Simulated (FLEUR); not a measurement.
A run of FLEUR MaX-R8.1 (later development tree) is set up as follows.

File inp.xml:

```xml
<?xml version="1.0" encoding="UTF-8" standalone="no"?>
<fleurInput fleurInputVersion="0.39">
   <comment>
      LiCl                                                                                                
   </comment>
   <calculationSetup>
      <cutoffs Kmax="4.21" Gmax="13.0" GmaxXC="13.0" numbands="0"/>
      <scfLoop itmax="60" minDistance="0.00001" maxIterBroyd="15" imix="Anderson" alpha="0.05" precondParam="0.0" spinf="2.0" sdNocoIR="T"/>
      <coreElectrons ctail="T" frcor="F" kcrel="0" coretail_lmax="0"/>
      <xcFunctional name="pbe" relativisticCorrections="F"/>
      <magnetism jspins="1"/>
      <soc l_soc="F" theta="0.0" phi="0.0" spav="F"/>
      <expertModes spex="0" secvar="F"/>
      <geometryOptimization l_f="T" forcealpha="1.0" forcemix="BFGS" epsdisp="0.0005" epsforce="0.0002"/>
      <ldaU l_linMix="F" mixParam="0.05" spinf="1.0"/>
   </calculationSetup>
   <cell>
      <bzIntegration valenceElectrons="10.0" mode="hist" fermiSmearingEnergy="0.00183747">
         <kPointListSelection listName="default-1"/>
         <!-- k-points included here -->
         <xi:include xmlns:xi="http://www.w3.org/2001/XInclude" href="kpts.xml"> </xi:include>
      </bzIntegration>
      <!-- symmetry operations included here -->
      <xi:include xmlns:xi="http://www.w3.org/2001/XInclude" href="sym.xml"> </xi:include>
      <bulkLattice scale="1.0">
         <bravaisMatrix>
            <row-1>    0.0000000000000000     4.8467128725903423     4.8467128725903423</row-1>
            <row-2>    4.8467128725903423     0.0000000000000000     4.8467128725903423</row-2>
            <row-3>    4.8467128725903423     4.8467128725903423     0.0000000000000000</row-3>
         </bravaisMatrix>
      </bulkLattice>
   </cell>
   <atomSpecies>
      <species name="Chlorine (Cl)" element="Cl" atomicNumber="17">
         <mtSphere radius="2.33" gridPoints="793" logIncrement="0.015"/>
         <atomicCutoffs lmax="10" lnonsphr="8"/>
         <electronConfig flipSpins="F">
            <coreConfig>(1s1/2) (2s1/2) (2p1/2) (2p3/2)</coreConfig>
            <valenceConfig>(3s1/2) (3p1/2) (3p3/2)</valenceConfig>
            <stateOccupation state="(3p1/2)" spinUp="0.833333" spinDown="0.833333"/>
            <stateOccupation state="(3p3/2)" spinUp="1.666667" spinDown="1.666667"/>
         </electronConfig>
         <energyParameters s="3" p="3" d="3" f="4"/>
         <lo type="SCLO" l="0" n="3" eDeriv="2"/>
         <lo type="SCLO" l="1" n="3" eDeriv="2"/>
         <lo type="SCLO" l="2" n="3" eDeriv="2"/>
         <lo type="SCLO" l="3" n="4" eDeriv="2"/>
      </species>
      <species name="Lithium (Li)" element="Li" atomicNumber="3">
         <mtSphere radius="2.02" gridPoints="687" logIncrement="0.014"/>
         <atomicCutoffs lmax="8" lnonsphr="6"/>
         <electronConfig flipSpins="F">
            <coreConfig></coreConfig>
            <valenceConfig>(1s1/2) (2s1/2)</valenceConfig>
            <stateOccupation state="(2s1/2)" spinUp="0.500000" spinDown="0.500000"/>
         </electronConfig>
         <energyParameters s="2" p="2" d="3" f="4"/>
         <lo type="SCLO" l="0" n="1" eDeriv="0"/>
         <lo type="SCLO" l="1" n="2" eDeriv="2"/>
         <lo type="SCLO" l="2" n="3" eDeriv="2"/>
      </species>
   </atomSpecies>
   <atomGroups>
      <atomGroup species="Chlorine (Cl)">
         <relPos label="                   1">1.000/2.000 1.000/2.000 1.000/2.000</relPos>
         <force calculate="T" relaxXYZ="TTT"/>
      </atomGroup>
      <atomGroup species="Lithium (Li)">
         <relPos label="                   2">.0000000000 .0000000000 .0000000000</relPos>
         <force calculate="T" relaxXYZ="TTT"/>
      </atomGroup>
   </atomGroups>
   <output dos="F" band="F" slice="F">
      <checks vchk="F" cdinf="F"/>
      <bandDOS minEnergy="-.5*Htr" maxEnergy="0.5*Htr" sigma="0.015" storeEVData="T"/>
      <vacuumDOS vacdos="F" integ="F" star="F" nstars="0" locx1="0.0" locy1="0.0" locx2="0.0" locy2="0.0" nstm="0" tworkf="0.0"/>
      <unfoldingBand unfoldBand="F" supercellX="1" supercellY="1" supercellZ="1"/>
      <plotting iplot="0" polar="F">
         <plot TwoD="T" vec1="  1.0  0.0  0.0" vec2="  0.0  1.0  0.0" vec3="  0.0  0.0  1.0" zero="  0.0  0.0  0.0" file="plot"/>
      </plotting>
      <chargeDensitySlicing numkpt="0" minEigenval="0.0" maxEigenval="0.0" nnne="0" pallst="F"/>
      <specialOutput eonly="F"/>
      <moessbauerParams electricFieldGradient="T" isomerShift="T" coreHyperfine="T" valenceHyperfine="T"/>
      <magneticCircularDichroism mcd="F" energyLo="-10.0" energyUp="0.0"/>
   </output>
  <!-- We include the file relax.xml here to enable relaxations (see documentation) -->
  <xi:include xmlns:xi="http://www.w3.org/2001/XInclude" href="relax.xml"> <xi:fallback/> </xi:include>
</fleurInput>
```

crystal.txt

```
LiCl
&input cartesian=F /
0.0000000000  2.5647700000  2.5647700000
2.5647700000  0.0000000000  2.5647700000
2.5647700000  2.5647700000  0.0000000000
1.8897261246
1.0 1.0 1.0

2
17 0.5000000000  0.5000000000  0.5000000000
3 0.0000000000  0.0000000000  0.0000000000

&kpt div1=9 div2=9 div3=9 gamma=T /
```

Potentials or basis: all-electron, FLAPW.

The run is started by

```bash
$ inpgen -f crystal.txt -profile fastHighL
$ # inp.xml edited to the form shown
$ fleur_MPI
```

**Question.** Predict the band gap on the k mesh.

**Answer.** 6.33 eV, direct.

Core levels (eV from the Fermi level):
```csv
atom,levels
1 Cl,"1s1/2 -2741.9, 2s1/2 -243.7, 2p1/2 -183.8, 2p3/2 -182.1"
```

Caveat: an odd mesh through Γ misses points on the zone boundary, where band edges often lie.
